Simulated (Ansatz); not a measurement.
Write the native input for Ansatz 0.2.0 that does the following.

```yaml
Task: band structure
Functional: PBEsol
Potentials_or_basis: Ansatz PAW earlier set
Cutoff: "930 eV (not typed: the program's choice for these potentials)"
k_mesh: 6 × 6 × 9
Occupations: fermi-dirac, width 0.05 eV
Spin: no spin polarisation
Path: "[[\"G\", \"M\", \"K\", \"G\", \"A\", \"L\", \"H\", \"A\"], [\"L\", \"M\"], [\"K\", \"H\"]]"
Points_for_each_segment_of_the_path: 14
```

Crystal: TiO.

```
Ti O
1.0
     4.98909    0.00000    0.00000
    -2.49454    4.32068    0.00000
     0.00000    0.00000    2.87331
Ti O
3 3
Direct
  0.00000 0.00000 0.00000
  0.33333 0.66667 0.50000
  0.66667 0.33333 0.50000
  0.00000 0.39444 0.00000
  0.39444 0.00000 0.00000
  0.60556 0.60556 0.00000
```

The cell comes from a database or a generator and needn't be the stable form of this composition.

The input as run:

input.yaml

```yaml
crystal:
  lattice:
    - [4.989087772, 0.0, 0.0]
    - [-2.494543886, 4.3206767523, 0.0]
    - [0.0, 0.0, 2.87331344]
  atoms:
    - { symbol: Ti, position: [0.0, 0.0, 0.0] }
    - { symbol: Ti, position: [0.3333333333, 0.6666666667, 0.5] }
    - { symbol: Ti, position: [0.6666666667, 0.3333333333, 0.5] }
    - { symbol: O, position: [0.0, 0.39444076, 0.0] }
    - { symbol: O, position: [0.39444076, 0.0, 0.0] }
    - { symbol: O, position: [0.60555924, 0.60555924, 0.0] }
hamiltonian:
  xc: pbesol
  pseudopotentials: { kind: paw, source: ansatz }
kpoints:
  mp_grid: { grid: [6, 6, 9] }
  band_path:
    path:
      - [[0.0, 0.0, 0.0], [0.5, 0.0, 0.0], [0.3333333333, 0.3333333333, 0.0], [0.0, 0.0, 0.0], [0.0, 0.0, 0.5], [0.5, 0.0, 0.5], [0.3333333333, 0.3333333333, 0.5], [0.0, 0.0, 0.5]]
      - [[0.5, 0.0, 0.5], [0.5, 0.0, 0.0]]
      - [[0.3333333333, 0.3333333333, 0.0], [0.3333333333, 0.3333333333, 0.5]]
    npoints: 14
scf:
  occupations: { method: fermi_dirac, width: 0.05 }
  n_extra_bands: 15
output:
  forces: true
  stress: true
  eigenvalues: true
  fatbands: true
```

Potentials or basis: Ansatz PAW earlier set.

Run with:

```bash
$ ansatz run input.yaml --threads 2 --pin off --max-ram 5632MiB --backend cpu --events-out ev --progress --plain --runs-dir out
```

Results of the run:

```
Pressure               : -5.7 GPa
Largest force          : 0.031 eV/Å
Band gap on the k mesh : none (metal or under the smearing width)
```

Caveat: semilocal functionals often make such compounds metallic where correlation or magnetic order opens a gap, which also shifts bond lengths; the PAW data sets come from PBE, with cores solved anew for the run's functional, which leaves a small shift of forces and pressure.

Run time: 46 s on 2 threads of Arm Neoverse V2 (shared host), peak memory 0.77 GiB.
